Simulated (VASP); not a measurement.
Ni:

```
Ni
1.0
    -1.38372    1.38372    1.38372
     1.38372   -1.38372    1.38372
     1.38372    1.38372   -1.38372
Ni
1
Direct
  0.00000 0.00000 0.00000
```

This isn't the form of Ni at room conditions, which is fcc.

| Quantity | Value |
| --- | --- |
| Program | VASP 6.6.1 |
| Task | single point |
| Functional | PBEsol |
| Potentials or basis | VASP PAW PBE potentials, release 64 (Ni) |
| Cutoff | 520 eV |
| k mesh | 13 × 13 × 13 |
| Occupations | fermi-dirac, width 0.05 eV |
| Spin | collinear spin, ferromagnetic start |
| Starting moments | [1.0] μB |

On this cell: pressure -2.5 GPa; net moment 0.58 μB per cell; site moments Ni +0.58 μB; band gap on the k mesh none (metal or under the smearing width).

The same run follows on a disturbed copy (cell strained at random at fixed volume):

```xyz
1
Lattice="-1.3885 1.3631 1.4318 1.3311 -1.3624 1.3736 1.4153 1.3892 -1.4311" Properties=species:S:1:pos:R:3 pbc="T T T"
Ni   -0.0296   -0.0238   -0.0336
```

Task: What does the disturbed cell give?

Result: The energy (extrapolated to zero smearing) moves by +10.0 meV/atom; pressure -2.1 GPa; net moment 0.57 μB per cell; site moments Ni +0.58 μB; band gap on the k mesh none (metal or under the smearing width).

Stress tensor (GPa, compression positive):
```
-3.03 -2.96  6.72
-2.96 -2.33 -0.42
 6.72 -0.42 -0.93
```

Caveats: the PAW data sets were made with another functional, which shifts forces and pressure a little.
